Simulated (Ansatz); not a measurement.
# Pb in Ansatz: the effect of dispersion

The system is Pb.

```
Pb
1.0
     3.03861   -1.75032    0.00000
     3.03861    1.75032    0.00000
    -2.11546    0.00000    6.09522
Pb
2
Direct
  0.90851 0.90851 0.72629
  0.09149 0.09149 0.27371
```

This isn't the form of Pb at room conditions, which is fcc.

Alike in all runs:

* Program: Ansatz 0.2.0
* Task: relaxation of cell and atoms
* Functional: PBE
* Potentials or basis: all-electron LAPW, scalar-relativistic
* Basis error allowed: 0.001 eV/atom
* k mesh: 9 × 9 × 5
* Occupations: fermi-dirac, width 0.05 eV
* Spin: no spin polarisation

Each run relaxes the cell or the atoms first.

```tsv
dispersion	relaxed volume (Å³/atom)
none	?
D3(BJ)	30.51
D4	30.52
```

Problem. What does the run with dispersion none give?

Solution. Relaxed volume 32.02 Å³/atom.
